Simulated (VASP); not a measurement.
# TiCo: self-consistent run, by LSFBXC

TiCo, Pm-3m (no. 221), 2 atoms in the cell. PBE; PAW potentials Co, Ti_sv (PBE set).

| LSFBXC | Pressure (GPa) | Gap on the mesh (eV) | Time (s) |
|---|---|---|---|
| default | -0.81 | 0.000 | 477 |
| True | -2.44 | 0.000 | 442 |

## Input of the first row

INCAR:
```
ALGO     = Normal         # electronic algorithm
EDIFF    = 1E-6           # SCF threshold, eV
ENCUT    = 520            # plane-wave cutoff, eV
ISIF     = 2              # what is computed and relaxed
ISMEAR   = 1              # smearing method
ISYM     = -1           
LASPH    = True           # aspherical terms in the spheres
LCHARG   = False          # write CHGCAR
LMAXMIX  = 4              # l up to which the mixer works
LNONCOLLINEAR= True           # non-collinear magnetism
LORBIT   = 11             # projections on sites
LREAL    = False          # projectors in reciprocal space
LWAVE    = False          # write WAVECAR
MAGMOM   = -0.13 0.32 0.202 -0.457 -0.229 -0.871 # initial moments
NELM     = 200            # most SCF steps
PREC     = Accurate       # precision mode
SIGMA    = 0.1            # smearing width, eV
```

KPOINTS:
```
k-points
0
Gamma
  7 7 7
```

POSCAR:
```
TiCo
1.0
    2.9861109900      0.0000000000      0.0000000000
    0.0000000000      2.9861109900      0.0000000000
    0.0000000000      0.0000000000      2.9861109900
Co Ti
1 1
Direct
    0.5000000000      0.5000000000      0.5000000000
    0.0000000000      0.0000000000      0.0000000000
```

Commands:
```
cat potpaw_PBE.64/Co/POTCAR potpaw_PBE.64/Ti_sv/POTCAR > POTCAR
mpirun -np 1 vasp_ncl > vasp.out
```

Changes of the last row against the first:
```
+ LSFBXC = True
```

VASP 6.6.1 took 477 s on 1 core (Intel Xeon 6975P-C (Granite Rapids)), a shared host.
